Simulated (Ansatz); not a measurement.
Space group P6_3/mmc (No. 194). a = 2.729 Å, b = 2.729 Å, c = 4.422 Å, α = 90.00°, β = 90.00°, γ = 120.00°
```csv
atom,site,symmetry,x,y,z
Ir,2c,-6m2,0.6667,0.3333,0.7500
```

Equation of state of this Ir structure (not necessarily the ground state), with shape and atoms relaxed at each volume where symmetry leaves them free. It has no gap at any of these volumes. Method: DFT r2SCAN, scalar-relativistic, plane waves, PAW (Ansatz).

Cutoff 500 eV; k points 18×18×10 on the computed 2-atom cell (Γ-centred); Gaussian smearing, width 0.10 eV; no spin polarisation.

```csv
V (Å³/atom),E − E(largest V) (meV/atom),P (GPa)
13.407,14.01,27.02
13.835,-37.78,12.29
14.262,-53.56,-0.01
14.690,-39.30,-10.27
15.118,0.00,-18.79
```

Problem. Fit a third-order Birch–Murnaghan equation to E(V).

Solution. V0 = 14.26 Å³/atom, B0 = 374 GPa, B0' = 5.1.

Spin-orbit coupling is left out, which matters for the bands of heavy elements.

This form isn't the element's structure at ambient conditions.